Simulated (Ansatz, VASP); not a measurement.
## Two plane-wave programs on SnSe

The input INCAR:

```
PREC = Accurate
ENCUT = 520
EDIFF = 1E-6
ISMEAR = 0
SIGMA = 0.012
LREAL = F
LASPH = T
NELM = 80
ALGO = Normal
ISIF = 2
LWAVE = F
LCHARG = T
GGA = PE
LELF = T
LVHAR = T
NBANDS = 50
```

File KPOINTS:

```
regular mesh
0
Gamma
  3 6 6
```

Contents of POSCAR:

```
SnSe
1.0
   11.4200000000      0.0000000000      0.0000000000
    0.0000000000      4.1900000000      0.0000000000
    0.0000000000      0.0000000000      4.4600000000
Sn Se
4 4
Direct
    0.8770000000      0.7500000000      0.9090000000
    0.6230000000      0.2500000000      0.4090000000
    0.3770000000      0.7500000000      0.5910000000
    0.1230000000      0.2500000000      0.0910000000
    0.6430000000      0.7500000000      0.9840000000
    0.8570000000      0.2500000000      0.4840000000
    0.1430000000      0.7500000000      0.5160000000
    0.3570000000      0.2500000000      0.0160000000
```

File input.yaml:

```yaml
crystal:
  lattice:
    - [11.42, 0.0, 0.0]
    - [0.0, 4.19, 0.0]
    - [0.0, 0.0, 4.46]
  atoms:
    - { symbol: Sn, position: [0.877, 0.75, 0.909] }
    - { symbol: Sn, position: [0.623, 0.25, 0.409] }
    - { symbol: Sn, position: [0.377, 0.75, 0.591] }
    - { symbol: Sn, position: [0.123, 0.25, 0.091] }
    - { symbol: Se, position: [0.643, 0.75, 0.984] }
    - { symbol: Se, position: [0.857, 0.25, 0.484] }
    - { symbol: Se, position: [0.143, 0.75, 0.516] }
    - { symbol: Se, position: [0.357, 0.25, 0.016] }
hamiltonian:
  xc: pbe
  pseudopotentials: { kind: paw }
kpoints:
  mp_grid: { grid: [3, 6, 6] }
scf:
  occupations: { method: gaussian, width: 0.012 }
output:
  forces: true
  stress: true
  eigenvalues: true
```

Alike in both runs: task single point; functional PBE; k mesh 3 × 6 × 6; occupations gaussian, width 0.012 eV; no spin polarisation.

```csv
,VASP,Ansatz
version,VASP 6.6.1,Ansatz 0.2.0
potentials or method,"VASP PAW PBE potentials, release 64 (Sn_d, Se)",Ansatz PAW
plane-wave cutoff (eV),520,420
valence electrons in the cell,80,120
```

Ansatz gave:

| Property | Result |
| --- | --- |
| gap on the k mesh at the Fermi level (eV) | 0.54 |
| least direct gap on the mesh (eV) | 0.71 |
| pressure (GPa) | 2.4 |
| largest component of the traceless stress (GPa) | 1.82 |
| rms of the force components (eV/Å) | 0.165 |

Question: Estimate VASP's values.

Answer: gap on the k mesh at the Fermi level (eV): 0.54; least direct gap on the mesh (eV): 0.70; pressure (GPa): 2.4; largest component of the traceless stress (GPa): 1.85; rms of the force components (eV/Å): 0.173.

Atom by atom the forces differ by 0.009 eV/Å (rms over components). The two sets of potentials don't hold the same shells in valence.

Caveats: spin-orbit coupling is left out, which moves the levels of the heavy elements; an odd mesh through Γ misses points on the zone boundary, where band edges often lie (VASP); odd divisions of the mesh miss points on the zone boundary, where band edges often lie, so the gap on the mesh can be too wide (Ansatz).
